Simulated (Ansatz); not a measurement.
N: one atom moved over a plane

These are results of DFT PBEsol, scalar-relativistic, plane waves, PAW (Ansatz), not measurements. Settings: plane waves to 420 eV, k-mesh 6×6×4 (Γ-centred), Gaussian smearing 0.05 eV. No spin polarisation. Energies are free energies at this smearing, counted from the undisturbed cell; pressure is positive in compression.

Zero of the scan (as given, not relaxed at this level; it stands at -0.8 GPa, and it needn't be the usual structure):

```
N
1.0
     4.08406    0.00000    0.00000
     0.00000    4.08406    0.00000
     0.00000    0.00000    5.34591
N
4
Cartesian
  3.6931 3.6931 0.0000
  2.4330 1.6511 2.6730
  0.3909 0.3909 0.0000
  1.6511 2.4330 2.6730
```

The cell holds molecules and no dispersion correction was added, so their binding is poorly described.

Atom 1 (N) is moved by p along (0.000, 1.000, 0.000) and q along (0.000, 0.000, 1.000) (Å), all else fixed. Points are written (p, q).

Energy above the undisturbed cell in eV/cell (a dash: not computed):

```csv
p \ q,-0.300,-0.150,0.000,0.150,0.300
-0.300,2.87,2.49,?,2.49,2.87
-0.150,1.19,0.85,0.75,0.85,1.19
0.000,0.14,0.02,0.00,0.02,0.14
0.150,?,?,0.80,?,?
0.300,1.79,3.16,3.76,3.16,1.79
```

(1) Fill in the withheld energies.

## Answers

(1) (-0.300, 0.000): 2.36; (0.150, -0.300): 0.21; (0.150, -0.150): 0.61; (0.150, 0.150): 0.61; (0.150, 0.300): 0.21.